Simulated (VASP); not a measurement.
Here is a VASP 6.6.1 calculation.

The input INCAR:

```
SYSTEM = CaS
ALGO     = Normal         ! electronic algorithm
EDIFF    = 1E-6           ! SCF threshold, eV
ENCUT    = 520            ! plane-wave cutoff, eV
GGA      = CA             ! functional
ISIF     = 2              ! what is computed and relaxed
ISMEAR   = 0              ! smearing method
LASPH    = .True.         ! aspherical terms in the spheres
LCHARG   = .False.        ! write CHGCAR
LREAL    = .False.        ! projectors in reciprocal space
LWAVE    = .False.        ! write WAVECAR
NBANDS   = 24             ! bands
NELM     = 100            ! most SCF steps
PREC     = Accurate       ! precision mode
SIGMA    = 0.02           ! smearing width, eV
```

Contents of KPOINTS:

```
k-points
0
Gamma
  8 8 6
  0 0 0
```

The input POSCAR:

```
CaS
1.0
    3.8990893795      0.0000000000      0.0000000000
    0.0000000000      3.8990893795      0.0000000000
    0.0000000000      0.0000000000      5.5802650954
Ca S
2 2
Direct
    0.0000000000      0.0000000000      0.0000000000
    0.5000000000      0.5000000000      0.5000000000
    0.5000000000      0.5000000000      0.0000000000
    0.0000000000      0.0000000000      0.5000000000
```

Potentials or basis: VASP PAW LDA potentials, release 64 (Ca_sv, S).

The run is started by

```sh
$ cat potpaw_LDA.64/Ca_sv/POTCAR potpaw_LDA.64/S/POTCAR > POTCAR
$ mpirun -np 1 vasp_std > vasp.out
```

Question: What does it give for the pressure?

Answer: 1.4 GPa.

Question: Estimate the band gap on the k mesh.

Answer: 1.91 eV.

Stress tensor (GPa, compression positive):
```
1.92 0.00 0.00
0.00 1.92 0.00
0.00 0.00 0.24
```

A k mesh can miss the band edges.
